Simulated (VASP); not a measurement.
Runs of VASP 6.6.1 on AlN. Symmetry: P6_3mc, No. 186, hexagonal system. Conventional cell: a = 3.107 Å, b = 3.107 Å, c = 4.979 Å, α = 90.00°, β = 90.00°, γ = 120.00°. Al (site symmetry 3m) is surrounded by 4 N at 1.89 to 1.90 Å. N (site symmetry 3m) is surrounded by 4 Al at 1.89 to 1.90 Å. The cell was built by a generator and needn't be a form met in nature.

```csv
task,level,potentials or basis,cell,k mesh,cutoff (eV),smearing,exchange at q = 0,grid for exact exchange (PRECFOCK),gap on the mesh (eV),pressure (GPa),relaxed volume (Å³/atom)
single point,LDA,"VASP PAW LDA potentials, release 64 (Al, N)","P6_3mc, 10.4 Å³/atom",12 × 12 × 6,520,gaussian 0.01 eV,-,-,(a),-3.2,-
relaxation of cell and atoms,PBE,"VASP PAW PBE potentials, release 64 (Al, N)",relaxed,12 × 12 × 6,600,fermi-dirac 0.02 eV,-,-,4.06,0.0,10.63
single point,PBE,"VASP PAW PBE potentials, release 64 (Al, N)","P6_3mc, 10.64 Å³/atom",12 × 12 × 6,520,fermi-dirac 0.02 eV,-,-,4.04,-0.3,-
single point,PBE0,"VASP PAW PBE potentials, release 64 (Al, N)","P6_3mc, 10.4 Å³/atom",6 × 6 × 4,520,gaussian 0.01 eV,truncated,Normal,6.32,-0.8,-
relaxation of cell and atoms,LDA,"VASP PAW LDA potentials, release 64 (Al, N)",relaxed,12 × 12 × 6,600,fermi-dirac 0.02 eV,-,-,(b),0.0,10.24
single point,LDA,"VASP PAW LDA potentials, release 64 (Al, N)","P6_3mc, 10.21 Å³/atom",12 × 12 × 6,520,fermi-dirac 0.02 eV,-,-,4.42,0.6,-
```

Alike in all rows: no spin polarisation.

**Question.** Estimate the missing entries.

**Answer.** (a) 4.27; (b) 4.40.

Caveats: the volume moved by over 15 % at a fixed basis, so the end points are rough (some runs); the PAW data sets were made with another functional, which shifts forces and pressure a little (some runs).

A k mesh can miss the band edges.
